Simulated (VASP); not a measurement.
Set up this calculation in VASP 6.6.1, as the native input.

* Task: single point
* Functional: PBE
* Potentials or basis: VASP PAW PBE potentials, release 64 (Pt, S)
* Cutoff: 520 eV
* k mesh: 9 × 9 × 5
* Occupations: fermi-dirac, width 0.05 eV
* Spin: no spin polarisation
* Further INCAR settings: ALGO = Normal; EDIFF = 1e-07; NBANDS = 18

The structure of PtS2 lies in POSCAR:

```
PtS2
1.0
    3.5432000000      0.0000000000      0.0000000000
   -1.7716000000      3.0685012107      0.0000000000
    0.0000000000      0.0000000000      5.0388000000
Pt S
1 2
Direct
   -0.0005740000     -0.0065100000      0.0100490000
    0.6671830000      0.3310740000      0.7716870000
    0.3350640000      0.6714820000      0.2343540000
```

The cell isn't the ideal one: atoms moved at random, drawn with an rms of 0.05 Å.

The input as run:

INCAR

```
PREC     = Accurate       # precision mode
ENCUT    = 520            # plane-wave cutoff, eV
EDIFF    = 1E-7           # SCF threshold, eV
ISMEAR   = -1             # smearing method
SIGMA    = 0.05           # smearing width, eV
LREAL    = F              # projectors in reciprocal space
LASPH    = T              # aspherical terms in the spheres
NELM     = 100            # most SCF steps
ALGO     = Normal         # electronic algorithm
ISIF     = 2              # what is computed and relaxed
LWAVE    = F              # write WAVECAR
LCHARG   = F              # write CHGCAR
GGA      = PE             # functional
NBANDS   = 18             # bands
```

KPOINTS

```
Automatic mesh
0
Gamma
  9 9 5
```

Potentials or basis: VASP PAW PBE potentials, release 64 (Pt, S).

Command:

```sh
$ cat potpaw_PBE.64/Pt/POTCAR potpaw_PBE.64/S/POTCAR > POTCAR
$ mpirun -np 1 vasp_std > vasp.out
```

Results of the run:

```json
{
  "Pressure": "9.3 GPa",
  "Largest force": "1.347 eV/Å",
  "Band gap on the k mesh": "0.90 eV, indirect (least direct gap 1.04 eV)"
}
```

Caveat: spin-orbit coupling is left out, which moves the levels of the heavy elements; an odd mesh through Γ misses points on the zone boundary, where band edges often lie.

Wall time 2.6 min on 1 thread of Intel(R) Xeon(R) Platinum 8559C (Emerald Rapids), with other jobs on the host, peak memory 0.32 GiB.
